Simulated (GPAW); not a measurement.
# Ag in GPAW: convergence with basis set

Ag:

```
CELL_PARAMETERS angstrom
2.93000 0.00000 0.00000
-1.46500 2.53745 0.00000
0.00000 0.00000 4.79000
ATOMIC_POSITIONS crystal
Ag 0.66667 0.33333 0.75000
Ag 0.33333 0.66667 0.25000
```

This isn't the form of Ag at room conditions, which is fcc.

- Program: GPAW 26.7.0
- Task: convergence study
- Functional: PBE
- Potentials or basis: GPAW PAW data sets (gpaw-data 1.2.1)
- Basis: lcao:sz(dzp)
- Grid spacing: 0.16 Å
- k mesh: 6 × 6 × 4
- Occupations: fermi-dirac, width 0.05 eV
- Spin: no spin polarisation

These are the settings of the first run; the series varies basis set, with any setting tied to it.

Hardware: 1 thread of Arm Neoverse V2 (shared host).

```csv
basis set,"energy less the tightest run, at zero smearing (meV/atom)",SCF cycles,CPU time (s),peak memory (GiB)
lcao:sz(dzp),585.40,8,210,0.22
lcao:szp(dzp),544.53,8,310,0.24
lcao:dz(dzp),326.90,8,320,0.26
lcao:dzp,312.58,8,440,0.29
fd,-30.57,11,63,0.33
pw,0.00,8,14,0.15
```

Not settled before the last step: the energy (to 1 meV/atom). The tightest run that finished is the yardstick and may itself not be fully converged.

Caveat, for the tightest run too: the k mesh is coarse (spacing up to 0.41 Å⁻¹), so the values aren't converged.
